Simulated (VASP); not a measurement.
# Te (R-3m) in VASP: single point with PBEsol

Aim: the single point of Te with PBEsol.

All numbers are computed with VASP 6.6.1; they aren't measurements. Logs are shortened: lines on timing, memory, paths and dates and some standing lists are left out, and cuts for length are marked.

### 1 Starting point

Symmetry: R-3m, No. 166, trigonal system. Conventional cell: a = 4.612 Å, b = 4.612 Å, c = 5.073 Å, α = 90.00°, β = 90.00°, γ = 120.00°. Te (site symmetry -3m) has 6 Te at 3.15 Å as nearest neighbours.

This isn't the form of Te at room conditions, which is trigonal, of chains.

### 2 Single point, PBEsol

The input, INCAR:

```
SYSTEM = Te
PREC = Accurate ; ENCUT = 520
EDIFF = 1E-7 ; ISMEAR = 0
SIGMA = 0.1 ; LREAL = .False.
LASPH = .True. ; NELM = 60
ALGO = Normal ; ISIF = 2
LWAVE = .False. ; LCHARG = .True.
GGA = PS ; LELF = .True.
LVHAR = .True. ; NBANDS = 9
```

The input, KPOINTS:

```
Automatic mesh
0
Gamma
  6 6 6
  0 0 0
```

The input, POSCAR:

```
Te
1.0
    2.3059043427      1.3313144930      1.6909537039
   -2.3059043427      1.3313144930      1.6909537039
    0.0000000000     -2.6626289859      1.6909537039
Te
1
Direct
    0.5000000000      0.5000000000      0.5000000000
```

Potentials or basis: VASP PAW PBE potentials, release 64 (Te).

Launch:

```console
$ cat potpaw_PBE.64/Te/POTCAR > POTCAR
$ mpirun -np 1 vasp_std > vasp.out
```

OUTCAR:

```text
SYSTEM = Te
   PREC = Accurate
   ENCUT = 520
   EDIFF = 1E-7
   ISMEAR = 0
   LREAL = .False.
   LASPH = .True.
   NELM = 60
   ISIF = 2
   GGA = PS

 ion  position               nearest neighbor table
   1  0.500  0.500  0.500-

  LATTYP: Found a trigonal (rhomboedric) cell.
 ALAT       =     3.1541904739
 COS(alpha) =    -0.0688991668

  Lattice vectors:

 A1 = (   2.3059043427,   1.3313144930,   1.6909537039)
 A2 = (  -2.3059043427,   1.3313144930,   1.6909537039)
 A3 = (   0.0000000000,  -2.6626289859,   1.6909537039)

Analysis of symmetry for initial positions (statically):
=====================================================================
 Subroutine PRICEL returns:
 Original cell was already a primitive cell.

 Routine SETGRP: Setting up the symmetry group for a
 trigonal (rhombohedral) supercell.

 Subroutine GETGRP returns: Found 12 space group operations
 (whereof 12 operations were pure point group operations)
 out of a pool of 12 trial point group operations.

The static configuration has the point symmetry D_3d.

Analysis of symmetry for dynamics (positions and initial velocities):
=====================================================================
 Subroutine PRICEL returns:
 Original cell was already a primitive cell.

 Routine SETGRP: Setting up the symmetry group for a
 trigonal (rhombohedral) supercell.

 Subroutine GETGRP returns: Found 12 space group operations
 (whereof 12 operations were pure point group operations)
 out of a pool of 12 trial point group operations.

The dynamic configuration has the point symmetry D_3d.

 Subroutine INISYM returns: Found 12 space group operations
 (whereof 12 operations are pure point group operations),
 and found     1 'primitive' translations

----------------------------------------------------------------------------------------

                                     Primitive cell

  volume of cell :      31.1462

  direct lattice vectors                    reciprocal lattice vectors
     2.305904343  1.331314493  1.690953704     0.216834667  0.125189553  0.197127415
    -2.305904343  1.331314493  1.690953704    -0.216834667  0.125189553  0.197127415
     0.000000000 -2.662628986  1.690953704     0.000000000 -0.250379107  0.197127415

  length of vectors
     3.154190474  3.154190474  3.154190474     0.318667405  0.318667405  0.318667405

  position of ions in fractional coordinates (direct lattice)
     0.500000000  0.500000000  0.500000000

[... 67 lines left out ...]
   ISTART =      0    job   : 0-new  1-cont  2-samecut
   ICHARG =      2    charge: 1-file 2-atom 10-const
   ISPIN  =      1    spin polarized calculation?
   LNONCOLLINEAR =      F non collinear calculations
   LSORBIT =      F    spin-orbit coupling
   LASPH  =      T    aspherical Exc in radial PAW
   ENCUT  =  520.0 eV  38.22 Ry    6.18 a.u.   5.86  5.86  5.86*2*pi/ulx,y,z
   NELM   =     60;   NELMIN=  2; NELMDL= -5     # of ELM steps
   EDIFF  = 0.1E-06   stopping-criterion for ELM
   LREAL  =      F    real-space projection
[... 7 lines left out ...]
   TEBEG  =    0.0;   TEEND  =   0.0 temperature during run
   PSTRESS=    0.0 pullay stress
   NELECT =       6.0000    total number of electrons
   NUPDOWN=      -1.0000    fix difference up-down
   EMIN   =  10.00;   EMAX   =-10.00  energy-range for DOS
   EFERMI =   0.00;   METHOD = LEGACY
   ISMEAR =     0;   SIGMA  =   0.10  broadening in eV -4-tet -1-fermi 0-gaus
   EFERMI_NEDOS =   21; number of points for ismear=-14 and -15
   IALGO  =     38    algorithm
   IMIX   =      4    mixing-type and parameters
     AMIX     =   0.40;   BMIX     =  1.00
     AMIX_MAG =   1.60;   BMIX_MAG =  1.00
  volume/ion in A,a.u.               =      31.15       210.18
  Fermi-wavevector in a.u.,A,eV,Ry     =   0.945490  1.786717 12.162947  0.893951
  Thomas-Fermi vector in A             =   2.073397
   LORBIT       =      0    0 simple, 1 ext, 2 COOP (PROOUT), +10 PAW based schemes
   GGA     = PS    functional components
   LHFCALC =     F    Hartree Fock is set to
   AEXX    =    0.0000 exact exchange contribution
   IVDW    =     0    specifies the selected vdW correction
   LEPSILON=     F    determine dielectric tensor
   LRPA    =     F    only Hartree local field effects (RPA)
 non-spin polarized calculation
 Gauss-broadening in eV      SIGMA  =   0.10
  energy-cutoff  :      520.00
  volume of cell :       31.15
 maximum number of plane-waves:       858
   NGX = 11   NGY = 11   NGZ = 11

 number of electron       5.9999999 magnetization

 Free energy of the ion-electron system (eV)
  ---------------------------------------------------
  ext. energy  EPLUGINS =         0.00000000
  ---------------------------------------------------
  free energy    TOTEN  =        -3.38862088 eV

  energy without entropy =       -3.38393532  energy(sigma->0) =       -3.38627810

 E-fermi :   6.9035     XC(G=0):  -9.6559

 val. band max:        6.8531086428   @ k =  -0.3333   0.1667   0.1667
 cond. band min:       6.9437311866   @ k =  -0.3333   0.1667   0.1667
 fundamental gap:      0.0906225438
 Fermi energy:         6.9034755053

 k-point     1 :       0.0000    0.0000    0.0000
  band No.  band energies     occupation
      1      -7.0568      2.00000
      2       7.8971      0.00000
      3       8.3717      0.00000
      4       8.3717      0.00000
      5      13.0013      0.00000
      6      13.0013      0.00000
      7      13.4891      0.00000
      8      23.7296      0.00000
      9      23.8751      0.00000
[... 265 lines left out ...]
 k-point    24 :      -0.3333    0.5000    0.1667
  band No.  band energies     occupation
      1      -3.6474      2.00000
      2       1.9911      2.00000
      3       4.2188      2.00000
      4       8.2926      0.00000
      5      10.7299      0.00000
      6      15.0711      0.00000
      7      16.1887      0.00000
      8      19.4856      0.00000
      9      19.8287      0.00000

 [... further k-points ...]
[... 5 lines left out ...]
  --------------------------------------------------------------------------------------
  -------------------------------------------------------------------------------------
  Total       -0.2022202     -0.2022202      0.0390904     -0.0000000      0.0000000     -0.0000000
  in kB      -10.4023185    -10.4023185      2.0108302     -0.0000000      0.0000000     -0.0000000
  external PRESSURE =      -6.2646023 kB  Pullay stress =       0.0000000 kB

 VOLUME and BASIS-vectors are now :
 -----------------------------------------------------------------------------
  energy-cutoff  :      520.00
  volume of cell :       31.15
      direct lattice vectors                 reciprocal lattice vectors
     2.305904343  1.331314493  1.690953704     0.216834667  0.125189553  0.197127415
    -2.305904343  1.331314493  1.690953704    -0.216834667  0.125189553  0.197127415
     0.000000000 -2.662628986  1.690953704     0.000000000 -0.250379107  0.197127415

 POSITION                                       TOTAL-FORCE (eV/Angst)
 -----------------------------------------------------------------------------------
      0.00000      0.00000      2.53643         0.000000     -0.000000     -0.000000
 -----------------------------------------------------------------------------------
    total drift:                                0.000000      0.000000     -0.000000

  FREE ENERGIE OF THE ION-ELECTRON SYSTEM (eV)
  ---------------------------------------------------
  free  energy   TOTEN  =        -3.3886208801 eV

  energy  without entropy=       -3.3839353166  energy(sigma->0) =       -3.38627810
```

stdout:

```text
POSCAR found type information on POSCAR Te
 POSCAR found :  1 types and       1 ions
 scaLAPACK will be used
 -----------------------------------------------------------------------------
|                                                                             |
|                                                                             |
|     You enforced a specific xc type in the INCAR file but a different       |
|     I HOPE YOU KNOW WHAT YOU ARE DOING!                                     |
|                                                                             |
 -----------------------------------------------------------------------------

 LDA part: xc-table for (Slater+PW92), standard interpolation
 POSCAR, INCAR and KPOINTS ok, starting setup
 FFT: planning ... GRIDC
 FFT: planning ... GRID_SOFT
 FFT: planning ... GRID
 WAVECAR not read
 entering main loop
```

Run time: 5.7 s. Hardware: 1 thread of Intel Xeon 6975P-C (Granite Rapids), shared host; peak memory 0.12 GiB.

Results:

```
Free energy            : -3.3886 eV
Pressure               : -0.6 GPa
Band gap on the k mesh : none (metal or under the smearing width)
```

Levels at points of the mesh, in eV from the Fermi level:
| k point | band 1 | band 2 | band 3 | band 4 | band 5 | band 6 |
| --- | --- | --- | --- | --- | --- | --- |
| (0.00, 0.00, 0.00) | -13.96 | 0.99 | 1.47 | 1.47 | 6.10 | 6.10 |
| (0.50, 0.00, 0.00) | -12.08 | -6.31 | 2.49 | 2.83 | 7.74 | 9.01 |
| (0.50, 0.50, 0.00) | -10.19 | -4.97 | -4.23 | 1.92 | 3.99 | 10.54 |
| (0.50, 0.50, 0.50) | -8.22 | -3.40 | -3.40 | -2.44 | 3.89 | 3.89 |

Caveat: the PAW data sets were made with another functional, which shifts forces and pressure a little.
